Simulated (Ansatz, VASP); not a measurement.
## One calculation of Al, two programs

File INCAR:

```
SYSTEM = Al
  PREC = Accurate
  ENCUT = 520
  EDIFF = 1E-6
  ISMEAR = 0
  SIGMA = 0.15
  LREAL = .FALSE.
  LASPH = .TRUE.
  NELM = 100
  ALGO = Fast
  ISIF = 2
  LWAVE = .FALSE.
  LCHARG = .FALSE.
  GGA = PE
  IVDW = 12
  NBANDS = 14
```

The input KPOINTS:

```
regular mesh
0
G
  18 18 4
  0 0 0
```

The input POSCAR:

```
Al
1.0
    2.8144222650      0.0000000000      0.0000000000
   -1.4072111325      2.4373611785      0.0000000000
    0.0000000000      0.0000000000      9.2410470710
Al
4
Direct
    0.0000000000      0.0000000000      0.0000000000
    0.3333333333      0.6666666667      0.2500000000
    0.0000000000      0.0000000000      0.5000000000
    0.6666666667      0.3333333333      0.7500000000
```

Input for Ansatz:

```yaml
crystal:
  lattice:
    - [2.814422265, 0.0, 0.0]
    - [-1.4072111325, 2.4373611785, 0.0]
    - [0.0, 0.0, 9.241047071]
  atoms:
    - { symbol: Al, position: [0.0, 0.0, 0.0] }
    - { symbol: Al, position: [0.3333333333, 0.6666666667, 0.25] }
    - { symbol: Al, position: [0.0, 0.0, 0.5] }
    - { symbol: Al, position: [0.6666666667, 0.3333333333, 0.75] }
basis:
  ecutwfc: 420
kpoints:
  mp_grid: { grid: [18, 18, 4] }
hamiltonian:
  xc: pbe
  pseudopotentials: { kind: paw, azcp: { folder: soft_1 } }
  dispersion: d3bj
scf:
  occupations: { method: gaussian, width: 0.15 }
output:
  forces: true
  stress: true
  eigenvalues: true
```

This isn't the form of Al at room conditions, which is fcc.

Alike in both runs: task single point; functional PBE; dispersion D3(BJ); k mesh 18 × 18 × 4; occupations gaussian, width 0.15 eV; no spin polarisation.

|  | VASP | Ansatz |
| --- | --- | --- |
| version | VASP 6.6.1 | Ansatz 0.2.0 |
| potentials or method | VASP PAW PBE potentials, release 64 (Al) | scalar-relativistic, plane waves, PAW |
| plane-wave cutoff (eV) | 520 | 420 |
| valence electrons in the cell | 12 | 12 |

```tsv
	VASP	Ansatz	Ansatz less VASP
gap on the k mesh at the Fermi level (eV)	none	none	-
pressure (GPa)	0.0	0.0	+0.01
largest component of the traceless stress (GPa)	0.24	0.24	-0.004
```

A gap of «none» marks a metal or a gap that the smearing closes.

Caveats: pairwise dispersion overbinds metals, which lowers pressure and volume.
